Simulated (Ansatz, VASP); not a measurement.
One calculation of Al, two programs

```
Al
1.0
     0.00000    2.02481    2.02481
     2.02481    0.00000    2.02481
     2.02481    2.02481    0.00000
Al
1
Direct
  0.00000 0.00000 0.00000
```

Alike in both runs: task band structure; functional PBE; k mesh 11 × 11 × 11; occupations fermi-dirac, width 0.05 eV; no spin polarisation.

```csv
,VASP,Ansatz
version,VASP 6.6.1,Ansatz 0.2.0
potentials or method,"VASP PAW PBE potentials, release 54 (Al)",Ansatz PAW
plane-wave cutoff (eV),500,420
valence electrons in the cell,3,3
```

VASP gave:

* gap on the k mesh at the Fermi level (eV): none
* pressure (GPa): -0.5

Question: Which values does Ansatz return?

Answer: gap on the k mesh at the Fermi level (eV): none; pressure (GPa): -0.4.

A gap of «none» marks a metal or a gap that the smearing closes. The functional is the same, so the differences come from potentials, cutoffs and numerics.
